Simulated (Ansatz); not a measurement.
## Bands of HfN

```yaml
crystal:
  lattice:
    - [0.00000, 2.25586, 2.25586]
    - [2.25586, 0.00000, 2.25586]
    - [2.25586, 2.25586, 0.00000]
  atoms:
    - { symbol: Hf, position: [0.00000, 0.00000, 0.00000] }
    - { symbol: N, position: [0.50000, 0.50000, 0.50000] }
```

Atom numbers follow the list: Hf1, N2.

Structure from Materials Project entry mp-2828 (possibly hypothetical), not relaxed further.

Spin polarisation is left out, and whether a magnetic state lies lower isn't shown here.

Spin–orbit coupling is left out, though it moves levels of the heavy atoms by tenths of an eV or more.

Computed with Ansatz 0.2.0, DFT, PBE, all-electron LAPW, scalar-relativistic.

Settings: a Γ-centred 16×16×16 k mesh, Fermi–Dirac smearing of 0.05 eV, basis error target 0.5 meV/atom, no spin polarisation.

Points in fractions of the reciprocal vectors of this cell: Γ (0, 0, 0), X (0.5, 0, 0.5), U (0.625, 0.25, 0.625), K (0.375, 0.375, 0.75), L (0.5, 0.5, 0.5), W (0.5, 0.25, 0.75). The path joins them by straight lines in the order Γ–X–U–K–Γ–L–W–X; legs that retrace an earlier one aren't tabulated. Energies are in eV from the Fermi level.

Task: List the levels at W between -8 and 1.5 eV.

Result: -6.17, -5.51 (×2), 1.12 (×2).

Task: List the levels at K between -8 and 1.5 eV.

Result: -6.37, -5.57, -4.97, -0.85.

Task: List the levels at Γ between -8 and 1.5 eV.

Result: -2.96 (×3), -0.38 (×3).

Task: What is the band gap?

Result: none: with an odd electron count and no spin polarisation the bands can't all be full, a metal in this set-up (spin order or a larger cell could open a gap).
